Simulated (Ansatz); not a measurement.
**TiSi2 in Ansatz: the effect of functional**

The system is TiSi2.

```xyz
3
Lattice="-1.4530 1.6890 4.1552 1.4530 -1.6890 4.1552 1.4530 1.6890 -4.1552" Properties=species:S:1:pos:R:3 pbc="T T T"
Ti    0.0000    0.0000    0.0000
Si    0.0000    0.0000    5.5686
Si    0.0000    0.0000    2.7418
```

The cell comes from a database or a generator and needn't be the stable form of this composition.

The cell isn't the ideal one: volume scaled by 0.96.

Alike in all runs:

| Quantity | Value |
| --- | --- |
| Program | Ansatz 0.2.0 |
| Task | single point |
| Potentials or basis | Ansatz PAW |
| k mesh | 12 × 12 × 12 |
| Occupations | fermi-dirac, width 0.05 eV |
| Spin | no spin polarisation |

```tsv
functional	cutoff	pressure (GPa)	largest force (eV/Å)
LDA	420 eV (not typed: the program's choice for these potentials)	?	?
PBEsol	420 eV (not typed: the program's choice for these potentials)	2.3	0.04
r2SCAN	500 eV (not typed: the program's choice for these potentials)	3.7	0.08
```

Problem. What does the run with functional LDA give?

Solution. Pressure -1.0 GPa; largest force 0.09 eV/Å.

Caveats: the PAW data sets come from PBE, with cores solved anew for the run's functional, which leaves a small shift of forces and pressure.
